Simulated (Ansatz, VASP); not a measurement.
One calculation of HfC, two programs

INCAR

```
ALGO = Normal ; EDIFF = 1E-6
EDIFFG = -0.01 ; ENCUT = 600
GGA = PE ; IBRION = 2
ISIF = 3 ; ISMEAR = 0
LASPH = T ; LCHARG = F
LREAL = F ; LWAVE = F
NELM = 60 ; NSW = 100
PREC = Accurate ; SIGMA = 0.02
```

Contents of KPOINTS:

```
k-points
0
Gamma
  12 12 12
```

File POSCAR:

```
HfC
1.0
    0.0000000000      2.5222992038      2.5222992038
    2.5222992038      0.0000000000      2.5222992038
    2.5222992038      2.5222992038      0.0000000000
Hf C
1 1
Direct
    0.0000000000      0.0000000000      0.0000000000
    0.7500000000      0.7500000000      0.7500000000
```

Input for Ansatz:

```yaml
crystal:
  lattice:
    - [0.0, 2.5222992038, 2.5222992038]
    - [2.5222992038, 0.0, 2.5222992038]
    - [2.5222992038, 2.5222992038, 0.0]
  atoms:
    - { symbol: Hf, position: [0.0, 0.0, 0.0] }
    - { symbol: C, position: [0.75, 0.75, 0.75] }
basis:
  ecutwfc: 420
kpoints:
  mp_grid: { grid: [12, 12, 12] }
hamiltonian:
  xc: pbe
scf:
  occupations: { method: gaussian, width: 0.02 }
output:
  forces: true
  stress: true
  eigenvalues: true
  write_density: true
  write_potential: true
  elf: true
  volumetric_format: npy
relax:
  adjacent_minimum: "off"
  f_tol: 0.01
  max_steps: 80
  cell: { stress_tol: 0.05 }
```

Change from the starting cell: species swapped into the CdTe type (F-43m, No. 216).

Alike in both runs: task relaxation of cell and atoms; functional PBE; k mesh 12 × 12 × 12; occupations gaussian, width 0.02 eV; no spin polarisation.

|  | VASP | Ansatz |
| --- | --- | --- |
| version | VASP 6.6.1 | Ansatz 0.2.0 |
| potentials or method | VASP PAW PBE potentials, release 64 (Hf_pv, C) | scalar-relativistic, plane waves, PAW |
| plane-wave cutoff (eV) | 600 | 420 |
| valence electrons in the cell | 14 | 30 |

VASP gave:

- gap on the k mesh at the Fermi level, each at its own relaxed structure (eV): 0.29
- relaxed volume (Å³/atom): 16.00
- relaxed cell length with the largest relative difference (Å): 3.563

Q: What did Ansatz give for the same quantities?

A: gap on the k mesh at the Fermi level, each at its own relaxed structure (eV): 0.29; relaxed volume (Å³/atom): 16.05; relaxed cell length with the largest relative difference (Å): 3.567.

The two sets of potentials don't hold the same shells in valence.

Caveats: spin-orbit coupling is left out, which moves the levels of the heavy elements.
